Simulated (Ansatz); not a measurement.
## Property card for As

Theory: DFT PBE+D3(BJ), scalar-relativistic, plane waves, PAW in Ansatz 0.2.0.

Plane waves to 420 eV, a k mesh through Γ of 12×12×10 on the computed 4-atom cell and Gaussian smearing (0.10 eV); no spin polarisation.

The structure is relaxed at this level of theory with its symmetry kept. This form isn't the element's structure at ambient conditions.

```cif
data_structure
_symmetry_space_group_name_H-M 'Cmce'
_symmetry_Int_Tables_number 64
_cell_length_a 3.7361
_cell_length_b 10.8295
_cell_length_c 4.2990
_cell_angle_alpha 90.000
_cell_angle_beta 90.000
_cell_angle_gamma 90.000
_cell_volume 173.94
loop_
_atom_site_label
_atom_site_type_symbol
_atom_site_symmetry_multiplicity
_atom_site_Wyckoff_symbol
_atom_site_fract_x
_atom_site_fract_y
_atom_site_fract_z
_atom_site_occupancy
As1 As 8 f 0.00000 0.88735 0.05556 1
```

```
Space group                                       : Cmce (No. 64)
Volume per atom                                   : 21.74 Å³
Kohn–Sham band gap                                : none (metal)
Density of states at the Fermi level              : 0.35 states/eV per cell
Löwdin character within 0.5 eV of the Fermi level : As 4p 83 %, As 4s 14 %
Bader charges (e)                                 : As (4 in the cell) 0.00
```

Cost: 1 run of about 3.2 core-minutes, on Intel Xeon Platinum 8259CL (Skylake/Cascade Lake) (shared hosts).